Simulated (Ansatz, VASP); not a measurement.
S in VASP and in Ansatz

INCAR

```
SYSTEM = S
PREC     = Accurate       ! precision mode
ENCUT    = 520            ! plane-wave cutoff, eV
EDIFF    = 1E-6           ! SCF threshold, eV
ISMEAR   = -1             ! smearing method
SIGMA    = 0.05           ! smearing width, eV
LREAL    = .FALSE.        ! projectors in reciprocal space
LASPH    = .TRUE.         ! aspherical terms in the spheres
NELM     = 60             ! most SCF steps
ALGO     = Fast           ! electronic algorithm
ISIF     = 2              ! what is computed and relaxed
LWAVE    = .FALSE.        ! write WAVECAR
LCHARG   = .FALSE.        ! write CHGCAR
GGA      = PE             ! functional
NBANDS   = 13             ! bands
```

File KPOINTS:

```
regular mesh
0
G
  12 12 12
  0 0 0
```

POSCAR

```
S
1.0
    0.0000000000      2.8569568543      2.8569568543
    2.8569568543      0.0000000000      2.8569568543
    2.8569568543      2.8569568543      0.0000000000
S
2
Direct
    0.0000000000      0.0000000000      0.0000000000
    0.2500000000      0.2500000000      0.2500000000
```

Input for Ansatz:

```yaml
crystal:
  lattice:
    - [0.0, 2.8569568543, 2.8569568543]
    - [2.8569568543, 0.0, 2.8569568543]
    - [2.8569568543, 2.8569568543, 0.0]
  atoms:
    - { symbol: S, position: [0.0, 0.0, 0.0] }
    - { symbol: S, position: [0.25, 0.25, 0.25] }
kpoints:
  mp_grid: { grid: [12, 12, 12] }
scf:
  occupations: { method: fermi_dirac, width: 0.05 }
hamiltonian:
  xc: pbe
  pseudopotentials: { kind: all_electron, lapw: { basis_error: 0.001 } }
output:
  forces: true
  stress: true
  eigenvalues: true
```

Change from the starting cell: volume scaled by 0.96.

Alike in both runs: task single point; functional PBE; k mesh 12 × 12 × 12; occupations fermi-dirac, width 0.05 eV; no spin polarisation.

|  | VASP | Ansatz |
| --- | --- | --- |
| version | VASP 6.6.1 | Ansatz 0.2.0 |
| potentials or method | VASP PAW PBE potentials, release 64 (S) | all-electron LAPW, scalar-relativistic |
| plane-wave cutoff (eV) | 520 | see its input |

Ansatz gave:

* pressure (GPa): 1.9

Problem. Estimate VASP's values.

Solution. Pressure (GPa): 1.8.

Ansatz ran all-electron here, so the differences hold the error of VASP's frozen core and of both bases.
